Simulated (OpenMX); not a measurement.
A run of OpenMX 3.8.5 is set up as follows.

The input MnSi.dat:

```
System.CurrrentDirectory             ./
System.Name                          MnSi
DATA.PATH                            ./DFT_DATA13
level.of.stdout                      1
level.of.fileout                     0
Species.Number                       2
<Definition.of.Atomic.Species
  Mn  Mn6.0-s3p2d2           Mn_PBE13
  Si  Si7.0-s2p2d1           Si_PBE13
Definition.of.Atomic.Species>

Atoms.Number                         2
Atoms.SpeciesAndCoordinates.Unit     FRAC
<Atoms.SpeciesAndCoordinates
    1  Mn    0.0000000000    0.0000000000    0.0000000000   9.500  5.500
    2  Si    0.2500000000    0.2500000000    0.2500000000   2.000  2.000
Atoms.SpeciesAndCoordinates>

Atoms.UnitVectors.Unit               Ang
<Atoms.UnitVectors
     0.0000000000    2.5272246000    2.5272246000
     2.5272246000    0.0000000000    2.5272246000
     2.5272246000    2.5272246000    0.0000000000
Atoms.UnitVectors>

scf.XcType                           GGA-PBE
scf.SpinPolarization                 on
scf.ElectronicTemperature            580.226
scf.energycutoff                     400.0
scf.maxIter                          160
scf.EigenvalueSolver                 band
scf.Kgrid                            5 5 5
scf.Mixing.Type                      rmm-diisk
scf.Init.Mixing.Weight               0.01
scf.Min.Mixing.Weight                0.001
scf.Max.Mixing.Weight                0.2
scf.Mixing.History                   40
scf.Mixing.StartPulay                15
scf.criterion                        1.0e-8
scf.stress.tensor                    on
MD.Type                              nomd
```

Potentials or basis: OpenMX 2013 PBE set, Mn6.0-s3p2d2, Si7.0-s2p2d1, grid cutoff 400 Ry.

Launch:

```sh
$ openmx MnSi.dat -nt 1 > MnSi.std
```

Problem. What does it give for the site moments?

Solution. Mn +2.35; Si -0.29 μB.

Problem. Predict the band gap on the k mesh.

Solution. None (metal or under the smearing width).

Problem. What does it give for the net moment?

Solution. 2.06 μB per cell.

Caveat: the k mesh is coarse (spacing up to 0.43 Å⁻¹), so the values aren't converged; the basis of atomic orbitals isn't converged, which shifts pressures, moduli and gaps.
